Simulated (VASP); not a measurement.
From an Ansatz input to VASP: NaI (strained CsCl)

Ansatz input

```yaml
crystal:
  lattice:
    - [4.2684229627, 0.0, 0.0]
    - [0.0, 4.2684229627, 0.0]
    - [0.0, 0.0, 4.0491393821]
  atoms:
    - { symbol: Na, position: [0.0, 0.0, 0.0] }
    - { symbol: I, position: [0.5, 0.5, 0.5] }
kpoints:
  mp_grid: { grid: [6, 6, 6] }
  band_path:
    path: [[0.0, 0.0, 0.0], [0.0, 0.5, 0.0], [0.5, 0.5, 0.0], [0.5, 0.5, 0.5]]
    npoints: 1
hamiltonian:
  xc: pbe
scf:
  occupations: { method: fermi_dirac, width: 0.02 }
  n_extra_bands: 4
output:
  forces: true
  stress: true
  eigenvalues: true
```

Question: Translate this input to VASP.

Answer: 

INCAR

```
LCHARG = .FALSE.
GGA = PE
ISIF = 2
SIGMA = 0.02
IBRION = -1
ISMEAR = -1
LASPH = .TRUE.
NBANDS = 14
PREC = Accurate
LREAL = .FALSE.
NELM = 120
NSW = 0
LWAVE = .FALSE.
EDIFF = 1E-7
ENCUT = 520
```

KPOINTS

```
KPOINTS created by Atomic Simulation Environment
0
Gamma
6 6 6
0 0 0
```

KPOINTS_OPT

```
special points
4
Reciprocal
0.0000000000 0.0000000000 0.0000000000 1
0.0000000000 0.5000000000 0.0000000000 1
0.5000000000 0.5000000000 0.0000000000 1
0.5000000000 0.5000000000 0.5000000000 1
```

POSCAR

```
Na I
 1.0000000000000000
     4.2684229626999999    0.0000000000000000    0.0000000000000000
     0.0000000000000000    4.2684229626999999    0.0000000000000000
     0.0000000000000000    0.0000000000000000    4.0491393820999999
 Na  I
   1   1
Cartesian
  0.0000000000000000  0.0000000000000000  0.0000000000000000
  2.1342114813499995  2.1342114813499995  2.0245696910499995
```

VASP ran with the recommended PBE PAW datasets (14 valence electrons in the cell). Other inputs would serve too.

```
                             Ansatz      VASP
gap between bands v and c   1.91 eV   1.91 eV
         least direct gap   2.35 eV   2.35 eV
                 pressure  -1.2 GPa  -1.2 GPa
```

Each program uses its own PAW datasets. VASP's cell holds 14 valence electrons and Ansatz's 26. Ansatz's stress includes a Pulay correction; VASP's doesn't.
